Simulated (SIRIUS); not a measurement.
Sb in SIRIUS: convergence with gk cutoff

The system is Sb.

```
CELL_PARAMETERS angstrom
2.15420 1.24373 3.75800
-2.15420 1.24373 3.75800
0.00000 -2.48746 3.75800
ATOMIC_POSITIONS crystal
Sb 0.76651 0.76651 0.76651
Sb 0.23349 0.23349 0.23349
```

* Program: SIRIUS 7.12.0
* Task: convergence study
* Functional: PBEsol
* Potentials or basis: all-electron FP-LAPW
* Cutoff: 45 eV
* Basis: apw+lo standard
* k mesh: 8 × 8 × 8
* Occupations: fermi-dirac, width 0.05 eV
* Spin: no spin polarisation

These are the settings of the first run; the series varies gk cutoff, with any setting tied to it.

Hardware: 1 thread of Arm Neoverse N1, with other jobs on the host.

```tsv
gk cutoff	energy less the tightest run, at zero smearing (meV/atom)	largest force (eV/Å)	SCF cycles	CPU time (s)	peak memory (GiB)
1.82 1/bohr	3221.18	0.200	8	53	0.46
2.15 1/bohr	1454.52	0.159	8	59	0.48
2.48 1/bohr	593.62	0.115	8	70	0.5
2.81 1/bohr	216.23	0.110	8	89	0.53
3.14 1/bohr	68.88	0.112	8	110	0.56
3.47 1/bohr	16.70	0.109	8	160	0.61
3.8 1/bohr	0.00	0.106	8	250	0.72
```

Against the tightest run, the largest force stays within 0.005 eV/Å from 3.47 1/bohr on. Not settled before the last step: the energy (to 1 meV/atom). The tightest run that finished is the yardstick and may itself not be fully converged.

The run has no spin-orbit coupling, so splittings on Sb are missing.
